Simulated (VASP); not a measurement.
Input of a VASP 6.6.1 run:

Contents of INCAR:

```
SYSTEM = In3Ga5As8
PREC = Accurate
ENCUT = 520
EDIFF = 1E-6
ISMEAR = 0
SIGMA = 0.03
LREAL = .FALSE.
LASPH = .TRUE.
NELM = 80
ALGO = Fast
ISIF = 3
LWAVE = .FALSE.
LCHARG = .FALSE.
GGA = PS
IBRION = 2
NSW = 60
EDIFFG = -0.01
```

KPOINTS

```
regular mesh
0
G
  4 4 4
  0 0 0
```

File POSCAR:

```
In3Ga5As8
1.0
    0.0000000000      5.8049000000      5.8049000000
    5.8049000000      0.0000000000      5.8049000000
    5.8049000000      5.8049000000      0.0000000000
In Ga As
3 5 8
Direct
    0.0000000000      0.0000000000      0.0000000000
    0.0000000000      0.5000000000      0.0000000000
    0.5000000000      0.0000000000      0.0000000000
    0.0000000000      0.0000000000      0.5000000000
    0.0000000000      0.5000000000      0.5000000000
    0.5000000000      0.0000000000      0.5000000000
    0.5000000000      0.5000000000      0.0000000000
    0.5000000000      0.5000000000      0.5000000000
    0.1250000000      0.1250000000      0.1250000000
    0.1250000000      0.1250000000      0.6250000000
    0.1250000000      0.6250000000      0.1250000000
    0.1250000000      0.6250000000      0.6250000000
    0.6250000000      0.1250000000      0.1250000000
    0.6250000000      0.1250000000      0.6250000000
    0.6250000000      0.6250000000      0.1250000000
    0.6250000000      0.6250000000      0.6250000000
```

Potentials or basis: VASP PAW PBE potentials, release 64 (In_d, Ga_d, As).

The run is started by

```console
$ cat potpaw_PBE.64/In_d/POTCAR potpaw_PBE.64/Ga_d/POTCAR potpaw_PBE.64/As/POTCAR > POTCAR
$ mpirun -np 1 vasp_std > vasp.out
```

Problem. What does it give for the relaxed cell?

Solution. a = 8.240 Å, b = 8.240 Å, c = 8.252 Å, α = 60.05°, β = 60.05°, γ = 60.00°.

Problem. Predict the relaxed volume.

Solution. 24.78 Å³/atom.

Problem. Estimate the band gap on the k mesh.

Solution. None (metal or under the smearing width).

The path:
```csv
step,energy change (eV),largest force (eV/Å),pressure (GPa),volume (Å³)
1,0.0000,1.4783,1.54,391.21
2,-0.4273,0.5285,-1.06,404.69
3,-0.4376,0.3906,-1.44,407.23
4,-0.5193,0.1542,0.06,396.17
5,-0.5193,0.1528,0.03,396.33
6,-0.5232,0.0592,-0.01,396.26
7,-0.5236,0.0467,0.00,396.21
8,-0.5237,0.0505,0.02,396.22
9,-0.5240,0.0203,0.10,396.44
10,-0.5240,0.0156,0.00,396.39
11,-0.5241,0.0060,-0.01,396.46
```

Caveat: the PAW data sets were made with another functional, which shifts forces and pressure a little.
